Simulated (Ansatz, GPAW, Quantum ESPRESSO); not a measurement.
# Ag: programs and potentials compared

```
Ag
1.0
     0.00000    2.04275    2.04275
     2.04275    0.00000    2.04275
     2.04275    2.04275    0.00000
Ag
1
Direct
  0.00000 0.00000 0.00000
```

Alike in all runs: task band structure; functional RPBE; k mesh 11 × 11 × 11; occupations fermi-dirac, width 0.05 eV; no spin polarisation; no spin-orbit coupling. Pressure is positive in compression and, in plane waves, holds the error of the finite cutoff.

```tsv
program and potentials	plane-wave cutoff (eV)	notes	pressure (GPa)
Quantum ESPRESSO, SG15 PBE 1.2	952	potentials made for PBE; 19 valence electrons an atom on average	8.88
Ansatz, all-electron LAPW, scalar-relativistic	-	-	8.50
GPAW, the program's PAW data sets (release 1.2.1) made for this functional	600	17 valence electrons an atom on average	?
```

Q: Estimate from the other rows what the run with GPAW, the program's PAW data sets (release 1.2.1) made for this functional gave.

A: Pressure 8.44 GPa. The other rows, which needn't bracket it: pressure 8.50 to 8.88.
